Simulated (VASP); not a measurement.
SiO2: relaxation of cell and atoms with LDA

Crystal: SiO2.

```
Si O
1.0
     5.06052    0.00000    0.00000
    -2.53026    4.38254    0.00000
     0.00000    0.00000    5.54135
Si O
3 6
Direct
  0.50000 0.00000 0.00000
  0.50000 0.50000 0.66667
  0.00000 0.50000 0.33333
  0.20861 0.79139 0.16667
  0.20861 0.41721 0.50000
  0.41721 0.20861 0.83333
  0.79139 0.20861 0.16667
  0.79139 0.58279 0.50000
  0.58279 0.79139 0.83333
```

The cell comes from a database or a generator and needn't be the stable form of this composition.

```json
{
  "Program": "VASP 6.6.1",
  "Task": "relaxation of cell and atoms",
  "Functional": "LDA",
  "Potentials or basis": "VASP PAW LDA potentials, release 64 (Si, O)",
  "Cutoff": "600 eV",
  "k mesh": "6 × 6 × 4",
  "Occupations": "gaussian, width 0.02 eV",
  "Spin": "no spin polarisation",
  "Ladder": "gaps",
  "Further INCAR settings": "ALGO = Fast; EDIFF = 1e-06; IBRION = 2; EDIFFG = -0.005; NSW = 60; ISIF = 3"
}
```

| Property | Result |
| --- | --- |
| Relaxed volume | 13.53 Å³/atom |
| Relaxed cell | a = 5.043 Å, b = 5.043 Å, c = 5.528 Å, α = 90.00°, β = 90.00°, γ = 120.00° |
| Space group after relaxing (to 0.05 Å) | P6_422 (No. 181) |
| Energy gained by relaxing | 0.6 meV/atom |
| Ionic steps | 9 |
| Pressure after relaxing | 0.0 GPa |
| Band gap on the k mesh | 5.49 eV, indirect (least direct gap 5.68 eV) |

Forces on the atoms (eV/Å):
```
Si   0.000  0.000  0.000
Si   0.000  0.000  0.000
Si   0.000  0.000  0.000
O    0.002 -0.001  0.000
O    0.000  0.003  0.000
O    0.002  0.001  0.000
O   -0.002  0.001  0.000
O    0.000 -0.003  0.000
O   -0.002 -0.001  0.000
```

The path:
| step | energy change (eV) | largest force (eV/Å) | pressure (GPa) | volume (Å³) |
| --- | --- | --- | --- | --- |
| 1 | 0.0000 | 0.0161 | -1.43 | 122.90 |
| 2 | 0.0036 | 0.1331 | 2.00 | 120.74 |
| 3 | -0.0041 | 0.0461 | -0.03 | 121.97 |
| 4 | -0.0041 | 0.0474 | 0.02 | 121.96 |
| 5 | -0.0046 | 0.0329 | 0.03 | 121.87 |
| 6 | -0.0050 | 0.0004 | 0.04 | 121.68 |
| 7 | -0.0050 | 0.0012 | 0.04 | 121.69 |
| 8 | -0.0050 | 0.0039 | -0.06 | 121.76 |
| 9 | -0.0050 | 0.0026 | -0.04 | 121.74 |

Final structure:
```yaml
crystal:
  lattice:
    - [5.04278, 0.00000, 0.00000]
    - [-2.52139, 4.36717, 0.00000]
    - [0.00000, 0.00000, 5.52793]
  atoms:
    - { symbol: Si, position: [0.50000, 0.00000, 0.00000] }
    - { symbol: Si, position: [0.50000, 0.50000, 0.66667] }
    - { symbol: Si, position: [0.00000, 0.50000, 0.33333] }
    - { symbol: O, position: [0.20793, 0.79207, 0.16667] }
    - { symbol: O, position: [0.20793, 0.41586, 0.50000] }
    - { symbol: O, position: [0.41586, 0.20793, 0.83333] }
    - { symbol: O, position: [0.79207, 0.20793, 0.16667] }
    - { symbol: O, position: [0.79207, 0.58414, 0.50000] }
    - { symbol: O, position: [0.58414, 0.79207, 0.83333] }
```

Levels at points of the mesh, in eV from the valence-band top:
| k point | band 20 | band 21 | band 22 | band 23 | band 24 | band 25 | band 26 | band 27 | band 28 | band 29 |
| --- | --- | --- | --- | --- | --- | --- | --- | --- | --- | --- |
| (0.00, 0.00, 0.00) | -1.02 | -1.02 | -0.49 | -0.49 | -0.19 | 5.49 | 8.72 | 8.72 | 9.00 | 9.00 |
| (0.50, 0.00, 0.00) | -1.21 | -1.20 | -1.02 | -0.36 | 0.00 | 7.53 | 8.38 | 9.39 | 9.46 | 9.46 |
| (0.00, 0.00, 0.50) | -1.88 | -1.20 | -0.29 | 0.00 | 0.00 | 7.31 | 7.31 | 8.19 | 9.60 | 9.60 |
| (0.50, 0.00, 0.50) | -1.37 | -0.95 | -0.75 | -0.71 | -0.35 | 8.56 | 8.98 | 9.00 | 9.15 | 9.50 |

It took 3.6 min on 4 MPI ranks on AMD EPYC 7R13 Processor (Zen 3) (shared host), peak memory 0.23 GiB a rank.

A k mesh can miss the band edges. Expect the measured gap to be larger: semilocal functionals such as LDA lack the derivative discontinuity.
